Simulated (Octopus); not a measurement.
# ZrB2 (P6/mmm) in Octopus: reference runs

Reference runs on ZrB2: the cell as given, then over a range of volumes.

Everything below comes from runs of Octopus 16.4. Logs are shortened: lines on timing, memory, paths and dates and some standing lists are left out, and cuts for length are marked.

### 1 Starting point

It takes space group P6/mmm (No. 191, hexagonal). Conventional cell: a = 3.170 Å, b = 3.170 Å, c = 3.533 Å, α = 90.00°, β = 90.00°, γ = 120.00°. Around Zr (site symmetry 6/mmm) lie 12 B at 2.54 Å. B (site symmetry -6m2) has 3 B at 1.83 Å as nearest neighbours.

### 2 Single point, PBEsol

File inp:

```
CalculationMode = gs
UnitsOutput = eV_Angstrom
PeriodicDimensions = 3
ExperimentalFeatures = yes
PseudopotentialSet = pseudodojo_pbesol
%LatticeParameters
 1*angstrom | 1*angstrom | 1*angstrom
%
%LatticeVectors
 3.17 | 0 | 0
 -1.585 | 2.74530053 | 0
 0 | 0 | 3.533
%
%ReducedCoordinates
 "Zr" | 0 | 0 | 0
 "B" | 0.6666666667 | 0.3333333333 | 0.5
 "B" | 0.3333333333 | 0.6666666667 | 0.5
%
%Spacing
 0.13208333*angstrom | 0.13208333*angstrom | 0.13085185*angstrom
%
DerivativesOrder = 8
%KPointsGrid
 10 | 10 | 8
%
KPointsUseSymmetries = yes
XCFunctional = gga_x_pbe_sol + gga_c_pbe_sol
SmearingFunction = fermi_dirac
Smearing = 0.05*eV
ExtraStates = 9
Eigensolver = chebyshev_filter
ConvRelDens = 3e-7
MaximumIter = 120
%Output
 density | cube
 elf | cube
 potential | cube
%
```

Potentials or basis: pseudodojo_pbesol (PseudoDojo 0.4, PBEsol).

Launch:

```sh
$ OMP_NUM_THREADS=1 octopus > out.log
```

out.log:

```text
Running octopus

[... 13 lines left out ...]

Input: [AllElectronType = no]
Input: [PseudopotentialSet = pseudodojo_pbesol]
Reading Coordinates from ReducedCoordinates block

****************************** Species *******************************
  Species 'Zr'
    type             : pseudopotential
    file             : 'Zr.upf'
    file format      : UPF2
    valence charge   : 12.0
    atomic number    :  40
    form on file     : kleinman-bylander
    lmax             : 2
    llocal           : -1
    projectors per l : 2
    total projectors : 6
    application form : kleinman-bylander
    orbitals         : 10
    bound orbitals   : 10

  Species 'B'
    type             : pseudopotential
    file             : 'B.upf'
    file format      : UPF2
    valence charge   : 3.0
    atomic number    :   5
    form on file     : kleinman-bylander
    lmax             : 1
    llocal           : -1
    projectors per l : 2
    total projectors : 4
    application form : kleinman-bylander
    orbitals         :  4
    bound orbitals   :  4

**********************************************************************

***************************** Symmetries *****************************
Space group No.  191
International: P6/mmm
Schoenflies: D6h^1
Info: The system has    24 symmorphic symmetries that can be used.
  Index                Rotation matrix                      Fractional translations
    1 :     1   0   0     0   1   0     0   0   1      0.000000    0.000000    0.000000
    2 :    -1   0   0     0  -1   0     0   0  -1      0.000000    0.000000    0.000000
    3 :     1   1   0    -1   0   0     0   0   1      0.000000    0.000000    0.000000
    4 :    -1  -1   0     1   0   0     0   0  -1      0.000000    0.000000    0.000000
    5 :     0   1   0    -1  -1   0     0   0   1      0.000000    0.000000    0.000000
    6 :     0  -1   0     1   1   0     0   0  -1      0.000000    0.000000    0.000000
[... 16 lines left out ...]
   23 :     1   0   0    -1  -1   0     0   0  -1      0.000000    0.000000    0.000000
   24 :    -1   0   0     1   1   0     0   0   1      0.000000    0.000000    0.000000
Info: The system also has     0 nonsymmorphic symmetries (not used for electrons).
**********************************************************************

Input: [CurvMethod = curv_affine]
Input: [DerivativesStencil = stencil_stargeneral]

****************************** Lattice *******************************
  Lattice Vectors [A]
    3.170000    0.000000    0.000000
   -1.585000    2.745301    0.000000
    0.000000    0.000000    3.533000
  Cell volume =            30.7463 [A^3]
  Reciprocal-Lattice Vectors [A^-1]
    1.982077    1.144353   -0.000000
    0.000000    2.288706    0.000000
    0.000000   -0.000000    1.778428
  Cell angles [degree]
    alpha =   90.000
    beta  =   90.000
    gamma =  120.000
**********************************************************************

Checking if the generated full k-point grid is symmetric

    70 k-points generated from parameters :
 ---------------------------------------------------
    n =   10   10    8

    s1  =  0.00  0.00  0.00

   index |      weight  |             coordinates              |
       1 |     0.001250 |    0.000000    0.000000    0.000000  |
       2 |     0.007500 |    0.100000    0.000000    0.000000  |
       3 |     0.002500 |    0.000000    0.000000    0.125000  |
       4 |     0.007500 |    0.100000    0.100000    0.000000  |
       5 |     0.015000 |    0.100000    0.000000    0.125000  |
       6 |     0.015000 |    0.100000    0.100000    0.125000  |
[... 62 lines left out ...]
      69 |     0.007500 |    0.400000    0.200000    0.500000  |
[... 47 lines left out ...]

Info: FFT grid dimensions       = 24 x 24 x 27
      Total grid size           = 15552 (      0.1 MiB )
      Inefficient FFT grid. A better grid would be: 24 24 28
Input: [FilterPotentials = filter_TS]
Info: Pseudopotential for Zr
  Radii for localized parts:
    local part     =  1.2 A
    non-local part =  1.2 A
    orbitals       =  6.2 A

Info: Pseudopotential for B
  Radii for localized parts:
    local part     =  1.1 A
    non-local part =  1.0 A
    orbitals       =  5.7 A

Input: [RelativisticCorrection = non_relativistic]
[... 11 lines left out ...]
      Block       2 contains       4 states:       5 -       8
      Block       3 contains       4 states:       9 -      12
      Block       4 contains       4 states:      13 -      16
      Block       5 contains       2 states:      17 -      18
Info: Ground-state allocation done.
Info: Could not find 'restart/gs' directory for restart.
[... 15 lines left out ...]
Input: [LCAOScaleFactor = 1.000]
Input: [LCAOMaximumOrbitalRadius = 10.58 A]
Info: Unnormalized total charge =     17.998229
Info: Renormalized total charge =     18.000000

** Warning:
**   Symmetrization discrepancy ratio (scalar) =  9.32582E-05

Info: Setting up Hamiltonian.
Info: Performing initial LCAO calculation with     18 orbitals.
Info: Getting Hamiltonian matrix elements.

Eigenvalues [eV]
 #st  Spin   Eigenvalue      Occupation
#k =       1, k = (  0.000000,  0.000000,  0.000000)
   1   --   -36.730401       2.000000
   2   --   -15.092075       2.000000
   3   --   -14.537092       2.000000
   4   --   -14.537080       2.000000
   5   --    -3.198788       2.000000
   6   --     6.806464       2.000000
[... 10 lines left out ...]
  17   --    17.107076       0.000000
  18   --    21.260087       0.000000
#k =       2, k = (  0.100000,  0.000000,  0.000000)
   1   --   -36.687366       2.000000
   2   --   -15.065341       2.000000
   3   --   -14.575299       2.000000
   4   --   -14.550333       2.000000
   5   --    -2.980716       2.000000
   6   --     6.585817       2.000000
[... 10 lines left out ...]
  17   --    17.310891       0.000000
  18   --    21.622690       0.000000
[... 68 further k-points ...]
Fermi energy =    15.147780 eV
Info: Ground-state restart information will be written to 'restart/gs'.
Info: SCF using complex wavefunctions.
Info: Starting SCF iteration.

** Warning:
**   Symmetrization discrepancy ratio (scalar) =  4.48341E-02

*********************** SCF CYCLE ITER #    1 ************************
 etot  = -1.51427542E+03 abs_ev   =  3.63E+01 rel_ev   =  3.02E-01
 ediff =        5.56E+01 abs_dens =  1.79E+00 rel_dens =  9.97E-02
Matrix vector products: 1750
Converged eigenvectors: 4

#  State  KPoint  Eigenvalue [eV]  Occupation    Error
      1       1      -36.734473    2.000000   ( 2.0E-08)
      1       3      -36.731097    2.000000   ( 7.0E-08)
      1       8      -36.722933    2.000000   ( 1.8E-07)
      1       2      -36.722154    2.000000   ( 2.1E-08)
      1       5      -36.718808    2.000000   ( 6.1E-08)
      1      19      -36.714746    2.000000   ( 2.4E-07)
      1      33      -36.711348    2.000000   ( 3.1E-07)
      1      11      -36.710717    2.000000   ( 1.6E-07)
[... 23 lines left out ...]
     18      28       28.460279    0.000000   ( 5.1E+00)
     18      47       29.448810    0.000000   ( 5.6E+00)
     18      24       33.739463    0.000000   ( 7.2E+00)
     18      22       33.983211    0.000000   ( 7.2E+00)
     18      38       35.299328    0.000000   ( 7.7E+00)
     18      42       35.691988    0.000000   ( 7.8E+00)
     18      19       36.383399    0.000000   ( 8.1E+00)
     18      33       36.417001    0.000000   ( 8.3E+00)

Density of states:

--------------------%-------------------------------------------------
--------------------%-------------------------------------------------
--------------------%%------------------------------------------------
--------------------%%----------------------------%-------------------
%-------------------%%---------------------------%%%------------------
%-------------------%%-------------------%------%%%%%-----------------
%-------------------%%------------------%%-----%%%%%%-%---------------
%-------------------%%------------%----%%%%---%%%%%%%%%%--------------
%-------------------%%-----------%%-%%%%%%%%-%%%%%%%%%%%%%------------
%-------------------%%----------%%%%%%%%%%%%%%%%%%%%%%%%%%%-----------
                                            ^

Fermi energy =    10.296995 eV

**********************************************************************

*********************** SCF CYCLE ITER #    2 ************************
 etot  = -1.53516389E+03 abs_ev   =  7.56E+00 rel_ev   =  5.92E-02
 ediff =        7.68E-01 abs_dens =  8.24E-01 rel_dens =  4.58E-02
Matrix vector products: 1750
Converged eigenvectors: 0
[... 139 lines left out ...]
*********************** SCF CYCLE ITER #   14 ************************
 etot  = -1.53984033E+03 abs_ev   =  2.17E-06 rel_ev   =  1.68E-08
 ediff =        9.78E-08 abs_dens =  2.67E-07 rel_dens =  1.48E-08
Matrix vector products: 1750
Converged eigenvectors: 63

#  State  KPoint  Eigenvalue [eV]  Occupation    Error
      1       1      -38.544105    2.000000   ( 2.5E-08)
      1       3      -38.541231    2.000000   ( 2.5E-08)
      1       8      -38.534281    2.000000   ( 3.4E-08)
      1       2      -38.532987    2.000000   ( 2.5E-08)
      1       5      -38.530135    2.000000   ( 2.4E-08)
      1      19      -38.527317    2.000000   ( 3.6E-08)
      1      33      -38.524427    2.000000   ( 3.2E-08)
      1      11      -38.523239    2.000000   ( 3.3E-08)
[... 23 lines left out ...]
     17      55       24.187735    0.000000   ( 4.9E-03)
     18      66       24.474136    0.000000   ( 1.8E-02)
     18      36       24.537241    0.000000   ( 1.9E-02)
     18      55       24.588376    0.000000   ( 1.9E-02)
     18      51       24.828566    0.000000   ( 5.2E-02)
     18      64       25.006521    0.000000   ( 2.4E-02)
     18      61       26.107689    0.000000   ( 2.8E-02)
     18      68       26.446098    0.000000   ( 1.2E-02)

Density of states:

-----------------------%----------------------------------------------
-----------------------%----------------------------------------------
-----------------------%----------------------------------------------
-----------------------%----------------------------------------------
-----------------------%----------------------------------------------
-----------------------%----------------------------------------------
%----------------------%------------------------%-------%-------------
%----------------------%------------------------%%----%%%%%%%-%%------
%----------------------%%----------------%----%%%%---%%%%%%%%%%%%%----
%----------------------%%---------------%%%%%%%%%%%%%%%%%%%%%%%%%%%---
                                                   ^

Fermi energy =     9.884881 eV

**********************************************************************

Info: SCF converged in   14 iterations

** Warning:
**   Some of the states are not fully converged!

Info: Number of matrix-vector products:      24500
Info: Writing output to static/

Info: Finished writing information to 'restart/gs'.

Octopus emitted 18 warnings.
```

Run time: 5.1 min. Hardware: 1 thread of Arm Neoverse V2, shared host; peak memory 1.1 GiB.

What came out:

```yaml
Free_energy: -1539.8431 eV
Band_gap_on_the_k_mesh: none (metal or under the smearing width)
```

### 3 Equation of state, PBEsol, 10.25 Å³/atom

Changes to inp since step 2:

```diff
@@ -19,3 +19,3 @@
 %Spacing
- 0.13208333*angstrom | 0.13208333*angstrom | 0.13085185*angstrom
+ 0.12680000*angstrom | 0.12680000*angstrom | 0.12617857*angstrom
 %
@@ -33,6 +33 @@
 MaximumIter = 120
-%Output
- density | cube
- elf | cube
- potential | cube
-%
```

Potentials or basis: pseudodojo_pbesol (PseudoDojo 0.4, PBEsol).

Launch:

```sh
$ OMP_NUM_THREADS=1 octopus > out.log
```

Wall time 7.6 min (1 thread of Intel Xeon Platinum 8259CL at 2.50GHz (Skylake/Cascade Lake), shared host); peak memory 1.2 GiB.

The run converged. Its results:

```yaml
Free_energy: -1539.8433 eV
Band_gap_on_the_k_mesh: none (metal or under the smearing width)
```

### 4 Equation of state, PBEsol, 10.04 Å³/atom (volume scaled by 0.98)

Changes to inp since step 3:

```diff
@@ -9,5 +9,5 @@
 %LatticeVectors
- 3.17 | 0 | 0
- -1.585 | 2.74530053 | 0
- 0 | 0 | 3.533
+ 3.1487241912 | 0 | 0
+ -1.5743620956 | 2.7268751391 | 0
+ 0 | 0 | 3.5092878761
 %
@@ -19,3 +19,3 @@
 %Spacing
- 0.12680000*angstrom | 0.12680000*angstrom | 0.12617857*angstrom
+ 0.12594897*angstrom | 0.12594897*angstrom | 0.12533171*angstrom
 %
```

Launch:

```sh
$ OMP_NUM_THREADS=1 octopus > out.log
```

It took 7.9 min on 1 thread of Intel Xeon Platinum 8259CL at 2.50GHz (Skylake/Cascade Lake), shared host; peak memory 1.2 GiB.

It converged, with:

* Free energy: -1539.8477 eV
* Band gap on the k mesh: none (metal or under the smearing width)

### 5 Equation of state, PBEsol, 10.45 Å³/atom (volume scaled by 1.02)

Changes to inp since step 4:

```diff
@@ -9,5 +9,5 @@
 %LatticeVectors
- 3.1487241912 | 0 | 0
- -1.5743620956 | 2.7268751391 | 0
- 0 | 0 | 3.5092878761
+ 3.1909939893 | 0 | 0
+ -1.5954969947 | 2.7634818581 | 0
+ 0 | 0 | 3.5563980329
 %
@@ -19,3 +19,3 @@
 %Spacing
- 0.12594897*angstrom | 0.12594897*angstrom | 0.12533171*angstrom
+ 0.12763976*angstrom | 0.12763976*angstrom | 0.12701422*angstrom
 %
```

Launch:

```sh
$ OMP_NUM_THREADS=1 octopus > out.log
```

Wall time 7.3 min (1 thread of Intel Xeon Platinum 8259CL at 2.50GHz (Skylake/Cascade Lake), shared host); peak memory 1.2 GiB.

It converged, with:

```yaml
Free_energy: -1539.8210 eV
Band_gap_on_the_k_mesh: none (metal or under the smearing width)
```

(Continued in part 2 of 2.)
